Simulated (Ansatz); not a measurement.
SiO2 in the rutile structure was put through Ansatz (plane waves). Cell and atoms come from a relaxation with r2SCAN.

The cell:
```
Si O
1.0
     4.18519    0.00000    0.00000
     0.00000    4.18519    0.00000
     0.00000    0.00000    2.66884
Si O
2 4
Direct
  0.00000 0.00000 0.00000
  0.50000 0.50000 0.50000
  0.30610 0.30610 0.00000
  0.19390 0.80610 0.50000
  0.80610 0.19390 0.50000
  0.69390 0.69390 0.00000
```

Output, abridged:
```
scf.n_extra_bands = 5 over 16 filled bands (N_el = 32.0): the run solves 21 bands
Functional definition: PBE
Crystal: 6 atoms, lattice volume = 46.747 Å³
Basis set: ecut = 420 eV, 913 PW (Γ)
Symmetry: 16 space group operations
Space group: P42/mnm (ITA 136)
k-points: 60 of 360
preconditioner: auto → none  [insulator: Δε(μ)=5.558 eV  σ=0.020 eV  ℏωp=30.7 eV]
SCF 1 converged in 6 iterations: F = -3546.975673 eV  dr2 = 2.20e-8
NSCF: frozen V_eff on 93 k-points
Free energy (F): -3546.975673 eV
Fermi energy:    13.305517 eV
--- Per-component energies (eV) ---
  E_band       = 65.159071
  E_kinetic    = 815.588834
  E_local      = -1221.717692
  E_nonlocal   = 236.601298
  E_hartree    = 433.788688
  E_xc         = -412.317242
  E_vxc        = -480.114508
  E_paw        = -1661.945421
  E_vpaw       = -152.790814
  E_ewald      = -1736.984304
--- Forces (eV/Å), atoms counted from 1 ---
  atom   1  Si      0.00000      0.00000      0.00000
  atom   2  Si      0.00000      0.00000      0.00000
  atom   3  O     -0.05858    -0.05858      0.00000
  atom   4  O       0.05858    -0.05858      0.00000
  atom   5  O     -0.05858      0.05858      0.00000
  atom   6  O       0.05858      0.05858      0.00000
--- Stress (GPa, compression-positive) ---
        9.184157       0.000000       0.000000
        0.000000       9.184157       0.000000
        0.000000       0.000000      10.400172
  P = ⅓ Tr σ = 9.5895 GPa (95.895 kbar)
--- Band table (eV; the first three rows and the last of 60) ---
  k-point 0: bands = […, 7.4139, 7.4139, 8.0226, 9.6505, 9.6505, 10.5277, 16.0832, 17.2509, 19.0435, 19.0435, …]
  k-point 1: bands = […, 6.9566, 6.9566, 7.5321, 9.5551, 9.5551, 10.4090, 16.5786, 17.9724, 19.6300, 19.6300, …]
  k-point 2: bands = […, 5.9060, 5.9060, 6.5710, 9.2512, 9.2512, 10.0360, 17.5593, 19.6077, 20.6650, 21.0233, …]
  k-point 59: bands = […, 6.0688, 6.0688, 8.7699, 8.7699, 8.9818, 8.9818, 17.6956, 17.6956, 21.5364, 21.5364, …]
```

**Question.** What input produced it? Give the YAML, leaving the band path aside.

**Answer.**
```yaml
crystal:
  # lattice and atoms as above
kpoints:
  mp_grid: { grid: [6, 6, 10] }
hamiltonian:
  xc: pbe
scf:
  occupations: { method: fermi_dirac, width: 0.02 }
  n_extra_bands: 5
output:
  forces: true
  stress: true
  eigenvalues: true
```
A single point prints forces and stress when the output block asks for them. Not every key shows in the log; this is the file that was used.

Command: `ansatz run input.yaml --threads 4 --pin off --max-ram 7372MiB --backend cpu --events-out ev --progress --plain --runs-dir out`. Wall time 1.8 s on 4 threads of Intel(R) Xeon(R) Platinum 8259CL CPU @ 2.50GHz (Skylake/Cascade Lake), on a shared host, load about 0.3 per core; peak host memory 0.42 GiB.

Spin-unpolarised throughout; all numbers are computed.
